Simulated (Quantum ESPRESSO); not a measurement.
Here is a Quantum ESPRESSO 7.5 calculation.

File pw.in:

```
&CONTROL
  calculation = 'scf'
  prefix = 'pwscf'
  outdir = './tmp'
  pseudo_dir = './pseudo'
  tprnfor = .true.
  tstress = .true.
  disk_io = 'nowf'
/
&SYSTEM
  ibrav = 0
  nat = 2
  ntyp = 2
  ecutwfc = 55
  ecutrho = 440
  nbnd = 16
  occupations = 'smearing'
  smearing = 'fd'
  degauss = 0.00367493
/
&ELECTRONS
  conv_thr = 4d-10
  electron_maxstep = 120
  mixing_beta = 0.5
/
ATOMIC_SPECIES
Pb   207.2000 Pb.pbe-dn-kjpaw_psl.0.2.2.UPF
S     32.0600 s_pbe_v1.4.uspp.F.UPF
CELL_PARAMETERS angstrom
   3.6536590000    0.0000000000    0.0000000000
   0.0000000000    3.6536590000    0.0000000000
   0.0000000000    0.0000000000    3.6536590000
ATOMIC_POSITIONS crystal
Pb    -0.0044330000    0.0087860000   -0.0038540000
S      0.5019400000    0.4913370000    0.4961630000
K_POINTS automatic
7 7 7 0 0 0
```

Potentials or basis: SSSP 1.3 efficiency PBE.

Command:

```bash
$ OMP_NUM_THREADS=1 pw.x -in pw.in > pw.out
```

Task: Predict the largest force.

Result: 0.076 eV/Å.

Task: Predict the pressure.

Result: 0.0 GPa.

Forces in eV/Å, atoms in the order of the input:
```
Pb  -0.026  0.072  0.000
S    0.026 -0.072  0.000
```

Spin-orbit coupling is left out, which matters for the levels of Pb.
